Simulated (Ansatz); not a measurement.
```xyz
3
Lattice="0.0000 2.1954 2.1954 2.1954 0.0000 2.1954 2.1954 2.1954 0.0000" Properties=species:S:1:pos:R:3 pbc="T T T"
Si    0.0000    0.0000    0.0000
O     1.0977    1.0977    1.0977
O     3.2931    3.2931    3.2931
```

```yaml
orbitals: r²SCAN
datasets: hand-made PAW set at its accurate level, made with PBE
k_mesh: 4×4×4
empty_bands: 136
response_cutoff: 200 eV
wave_cutoff: 900 eV
frequencies: contour deformation
q_→_0_term: analytic weight of Carrier, Rohra and Görling
band_sums: cut at the band count
```

Program: Ansatz. The Kohn-Sham gap (direct at k = (0, -0.5, -0.5)) is 2.81 eV and the electronic dielectric constant on this mesh 3.5.

Problem. What G0W0 gap follows between the same band edges?

Solution. 4.19 eV, a change of +1.38 eV. The valence edge moves by -0.76 eV (Z = 0.82) and the conduction edge by +0.63 eV (Z = 0.87).

The cell is a model at fixed atoms and needn't be the relaxed known crystal. Points k are given in fractions of the reciprocal vectors. The mesh is coarse, so these are values at the stated settings, not converged ones. Band sums or response are cut, so the gap isn't at its basis limit. The gap is read on the mesh, and the crystal's band edges can lie off it. With r²SCAN or HSE06 the Kohn-Sham levels are generalised ones.
